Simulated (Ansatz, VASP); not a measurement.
## Two plane-wave programs on Al2O3

Contents of INCAR:

```
SYSTEM = Al2O3
PREC = Accurate
ENCUT = 520
EDIFF = 1E-7
ISMEAR = 0
SIGMA = 0.05
LREAL = .False.
LASPH = .True.
NELM = 100
ALGO = Normal
ISIF = 2
LWAVE = .False.
LCHARG = .False.
GGA = PS
NBANDS = 20
```

The input KPOINTS:

```
regular mesh
0
Gamma
  12 12 4
  0 0 0
```

The input POSCAR:

```
Al2O3
1.0
    3.1381818458      0.0000000000      0.0000000000
   -1.5690909229      2.7177452001      0.0000000000
    0.0000000000      0.0000000000      6.9686651220
Al O
2 3
Direct
    0.0000000000      0.0000000000      0.2779510000
    0.0000000000      0.0000000000      0.7220490000
    0.3333333333      0.6666666667      0.1994540000
    0.6666666667      0.3333333333      0.8005460000
    0.0000000000      0.0000000000      0.5000000000
```

Input for Ansatz:

```yaml
crystal:
  lattice:
    - [3.1381818458, 0.0, 0.0]
    - [-1.5690909229, 2.7177452001, 0.0]
    - [0.0, 0.0, 6.968665122]
  atoms:
    - { symbol: Al, position: [0.0, 0.0, 0.277951] }
    - { symbol: Al, position: [0.0, 0.0, 0.722049] }
    - { symbol: O, position: [0.3333333333, 0.6666666667, 0.199454] }
    - { symbol: O, position: [0.6666666667, 0.3333333333, 0.800546] }
    - { symbol: O, position: [0.0, 0.0, 0.5] }
basis:
  ecutwfc: 420
kpoints:
  mp_grid: { grid: [12, 12, 4] }
hamiltonian:
  xc: pbesol
scf:
  occupations: { method: gaussian, width: 0.05 }
output:
  forces: true
  stress: true
  eigenvalues: true
```

Change from the starting cell: strain +0.040 along x and y, -0.080 along z, atoms carried along.

Alike in both runs: task single point; functional PBEsol; k mesh 12 × 12 × 4; occupations gaussian, width 0.05 eV; no spin polarisation.

|  | VASP | Ansatz |
| --- | --- | --- |
| version | VASP 6.6.1 | Ansatz 0.2.0 |
| potentials or method | VASP PAW PBE potentials, release 64 (Al, O) | scalar-relativistic, plane waves, PAW |
| plane-wave cutoff (eV) | 520 | 420 |
| valence electrons in the cell | 24 | 24 |

Ansatz gave:

| Property | Result |
| --- | --- |
| gap on the k mesh at the Fermi level (eV) | 3.37 |
| least direct gap on the mesh (eV) | 3.37 |
| pressure (GPa) | 4.7 |
| largest component of the traceless stress (GPa) | 43.61 |
| rms of the force components (eV/Å) | 2.092 |

Problem. Which values does VASP return?

Solution. gap on the k mesh at the Fermi level (eV): 3.35; least direct gap on the mesh (eV): 3.35; pressure (GPa): 5.1; largest component of the traceless stress (GPa): 44.66; rms of the force components (eV/Å): 2.162.

Atom by atom the forces differ by 0.070 eV/Å (rms over components). With one functional, cell and mesh, what is left measures potentials, basis and numerics.

Caveats: the PAW data sets were made with another functional, which shifts forces and pressure a little (VASP). A k mesh can miss the band edges.
